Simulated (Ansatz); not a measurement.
A surface is cut from this relaxed crystal of Au:

Space group Cmcm (No. 63). a = 2.865 Å, b = 5.141 Å, c = 4.892 Å, α = 90.00°, β = 90.00°, γ = 90.00°
```csv
atom,site,symmetry,x,y,z
Au,4c,m2m,0.0000,0.3360,0.7500
```

Miller indices refer to the conventional cell of Cmcm (No. 63), a = 2.865 Å, b = 5.141 Å, c = 4.892 Å, α = 90.00°, β = 90.00°, γ = 90.00°.

Theory: DFT PBE, scalar-relativistic, plane waves, PAW in Ansatz 0.2.0. Cutoff 420 eV, Gaussian smearing of 0.10 eV, no spin polarisation. A dipole correction acts along the normal.

A relaxed slab with low-index faces, about a nanometre thick, has these properties:

```json
{
  "Surface energy (mean of both faces)": "0.69 J/m²",
  "Work function": "5.24 eV"
}
```

Question: Which low-index plane was cut?

Answer: The (001) plane.

Spin-orbit coupling is left out, which matters for the bands of heavy elements.

The reference crystal is a form of Au, which isn't its usual structure.